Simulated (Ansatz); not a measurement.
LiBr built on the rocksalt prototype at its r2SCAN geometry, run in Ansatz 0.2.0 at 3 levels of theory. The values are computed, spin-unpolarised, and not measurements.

The r2SCAN input:
```yaml
crystal:
  lattice:
    - [0.0, 2.7395650495, 2.7395650495]
    - [2.7395650495, 0.0, 2.7395650495]
    - [2.7395650495, 2.7395650495, 0.0]
  atoms:
    - { symbol: Li, position: [0.0, 0.0, 0.0] }
    - { symbol: Br, position: [0.5, 0.5, 0.5] }
kpoints:
  mp_grid: { grid: [8, 8, 8] }
  band_path:
    path:
      - [0.0, 0.0, 0.0]
      - [0.5, 0.0, 0.5]
      - [0.625, 0.25, 0.625]
      - [0.375, 0.375, 0.75]
      - [0.5, 0.5, 0.5]
      - [0.5, 0.25, 0.75]
      - [-0.083333, 0.0, 0.083333]
    npoints: 1
hamiltonian:
  xc: r2scan
scf:
  occupations: { method: fixed }
  n_extra_bands: 4
output:
  forces: true
  stress: true
  eigenvalues: true
  write_density: true
  write_potential: true
  elf: true
  volumetric_format: npy
```

Main results, then, where recorded, the levels near the gap in eV from the Fermi energy (columns number the bands from 0), one row a point of the path (Γ, X, U, K, L, W, K–Γ (0.78)):
```
Crystal: 2 atoms, lattice volume = 41.122 Å³
Symmetry: 48 space group operations
Space group: Fm-3m (ITA 225)
```
```
Basis set: ecut = 500 eV, 1037 PW (Γ)
Bands: 9, of which v1, the nominal top of the filled ones, is band 5 counted from 1 (4 counted from 0)
k-points: 29 of 512
Free energy (F): -3001.463735 eV
Fermi energy:    1.779514 eV
--- Stress (GPa, compression-positive) ---
        0.014417       0.000000       0.000000
        0.000000       0.014417       0.000000
        0.000000       0.000000       0.014417
  P = ⅓ Tr σ = 0.0144 GPa (0.144 kbar)
```
```tsv
band_1	band_2	band_3	band_4	band_5	band_6	band_7
-13.938	0.000	0.000	0.000	5.879	11.236	11.236
-13.219	-2.957	-1.173	-1.173	7.016	7.724	12.835
-13.241	-2.551	-1.895	-0.889	7.407	9.505	11.288
-13.241	-2.551	-1.895	-0.889	7.407	9.505	11.288
-13.425	-2.962	-0.286	-0.286	6.415	8.919	8.919
-13.224	-2.196	-2.196	-1.174	8.846	9.520	10.264
-13.856	-0.607	-0.191	0.002	6.513	10.392	11.099
```

With r2SCAN the valence top lies at K–Γ (0.78 of the way from K) and the conduction bottom at Γ, 5.877 eV higher; the smallest vertical gap, at Γ, is 5.879 eV. Least and direct gap differ so little that the kind isn't settled.

HSE06. Against the first input these blocks differ (the band path and keys that only write files left aside):
```yaml
kpoints:
  mp_grid: { grid: [6, 6, 6] }
hamiltonian:
  xc: hse06
```

```
Basis set: ecut = 420 eV, 821 PW (Γ)
Bands: 9, of which v1, the nominal top of the filled ones, is band 5 counted from 1 (4 counted from 0)
k-points: 16 of 216
Exchange kernel: α = 0.2500, screened, ω = 0.2079 Å⁻¹, Wigner–Seitz truncation, v(0) = 1046.4626 eV·Å³, q-mesh 6×6×6
hybrid outer 1: dexx = +1.727e-3 eV, tail = 8.47e-6 eV
hybrid outer 2: dexx = +1.996e-7 eV, tail = 4.08e-9 eV, Δε = 1.27e-3 eV
Free energy (F): -2993.046346 eV
Fermi energy:    1.325811 eV
--- Stress (GPa, compression-positive) ---
       -0.077291       0.000000       0.000000
        0.000000      -0.077291       0.000000
        0.000000       0.000000      -0.077291
  P = ⅓ Tr σ = -0.0773 GPa (-0.773 kbar)
```
```tsv
band_1	band_2	band_3	band_4	band_5	band_6	band_7
-14.618	0.000	0.000	0.000	6.213	11.823	11.823
-13.848	-3.162	-1.250	-1.250	7.458	8.228	13.241
-13.872	-2.725	-2.022	-0.943	7.858	10.024	11.764
-13.872	-2.725	-2.022	-0.943	7.858	10.024	11.764
-14.070	-3.173	-0.296	-0.296	6.817	9.404	9.404
-13.853	-2.343	-2.343	-1.248	9.334	9.954	10.788
-14.532	-0.648	-0.203	0.004	6.870	10.926	11.616
```

The HSE06 gap is indirect, 6.209 eV (K–Γ (0.78 of the way from K) to Γ), below the direct gap of 6.213 eV at Γ. Least and direct gap differ so little that the kind isn't settled. The mean stress, -0.1 GPa, is small, and the program warns that its thresholds are loose for a hybrid's stress.

Problem. In the first input these blocks are replaced (the band path and keys that only write files left aside):
```yaml
kpoints:
  mp_grid: { grid: [6, 6, 6] }
hamiltonian:
  xc: pbe0
```
What comes out?

Solution.
```
Basis set: ecut = 420 eV, 821 PW (Γ)
Bands: 9, of which v1, the nominal top of the filled ones, is band 5 counted from 1 (4 counted from 0)
k-points: 16 of 216
hybrid outer 1: dexx = +2.414e-3 eV, tail = 1.28e-5 eV
hybrid outer 2: dexx = +1.848e-7 eV, tail = 2.17e-8 eV, Δε = 1.66e-3 eV
Free energy (F): -2992.994862 eV
Fermi energy:    0.944440 eV
--- Stress (GPa, compression-positive) ---
       -0.138775       0.000000       0.000000
        0.000000      -0.138775       0.000000
        0.000000       0.000000      -0.138775
  P = ⅓ Tr σ = -0.1388 GPa (-1.388 kbar)
```
```tsv
band_1	band_2	band_3	band_4	band_5	band_6	band_7
-14.669	0.000	0.000	0.000	6.903	12.567	12.567
-13.896	-3.211	-1.269	-1.269	8.186	8.941	13.987
-13.920	-2.770	-2.056	-0.956	8.582	10.761	12.518
-13.920	-2.770	-2.056	-0.956	8.582	10.761	12.518
-14.119	-3.222	-0.297	-0.297	7.519	10.143	10.143
-13.901	-2.382	-2.382	-1.269	10.080	10.695	11.525
-14.583	-0.661	-0.207	0.005	7.571	11.661	12.362
```
PBE0 gives an indirect gap of 6.898 eV, from K–Γ (0.78 of the way from K) to Γ; the least direct gap is 6.903 eV at Γ. Least and direct gap differ so little that the kind isn't settled. The mean stress, -0.1 GPa, is small, and the program warns that its thresholds are loose for a hybrid's stress.

The hybrids run on coarser meshes, which limits their stresses and small splittings of levels.

Totals of different functionals can't be compared.

The runs are scalar-relativistic, without spin-orbit coupling.

The meshes of the hybrids are coarse, so their gaps aren't converged to the digits shown.
